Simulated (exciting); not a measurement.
Write the native input for exciting (release sodium) that does the following.

```yaml
Task: single point
Functional: PBE
Potentials_or_basis: all-electron LAPW+lo, shipped species files, valence relativity zora
rgkmax: 7.5
k_mesh: 10 × 10 × 10
Occupations: gaussian, width 0.011 eV
Spin: no spin polarisation
outputlevel: low
gmaxvr_cutoff_of_density_and_potential: 14 1/bohr
lmaxapw_and_lmaxmat: 10
lmaxvr: 8
nempty: 12
Valence_relativity: zora
epsengy: 1e-05 Ha
epspot: 1e-05 Ha
maxscl: 60
Muffin-tin_radii: O 1.45, Li 1.7 bohr
```

Crystal: Li2O.

```
O Li
1.0
     0.00000    2.32685    2.32685
     2.32685    0.00000    2.32685
     2.32685    2.32685    0.00000
O Li
1 2
Direct
  0.00000 0.00000 0.00000
  0.25000 0.25000 0.25000
  0.75000 0.75000 0.75000
```

The cell comes from a database or a generator and needn't be the stable form of this composition.

These files were run (other wordings do the same):

input.xml

```xml
<input>
  <title>Li2O</title>
  <structure speciespath="./" tshift="false">
    <crystal scale="1">
      <basevect>0.000000000000 4.397117513676 4.397117513676</basevect>
      <basevect>4.397117513676 0.000000000000 4.397117513676</basevect>
      <basevect>4.397117513676 4.397117513676 0.000000000000</basevect>
    </crystal>
    <species speciesfile="O.xml" rmt="1.45">
      <atom coord="0.000000000000 0.000000000000 0.000000000000"/>
    </species>
    <species speciesfile="Li.xml" rmt="1.7">
      <atom coord="0.250000000000 0.250000000000 0.250000000000"/>
      <atom coord="0.750000000000 0.750000000000 0.750000000000"/>
    </species>
  </structure>
  <groundstate do="fromscratch" ngridk="10 10 10" rgkmax="7.5" gmaxvr="14" lmaxapw="10" lmaxmat="10" lmaxvr="8" xctype="GGA_PBE" stype="Gaussian" swidth="0.00040424" nempty="12" ValenceRelativity="zora" epsengy="1e-05" epspot="1e-05" maxscl="60" tforce="true" outputlevel="low"/>
</input>
```

Potentials or basis: all-electron LAPW+lo, shipped species files, valence relativity zora.

Command:

```bash
$ OMP_NUM_THREADS=1 exciting_smp
```

It gave:

```json
{
  "Band gap on the k mesh": "4.96 eV, indirect (least direct gap 5.12 eV)"
}
```

Wall time 2.8 min on 1 thread of Arm Neoverse V2, with other jobs on the host, peak memory 0.15 GiB.
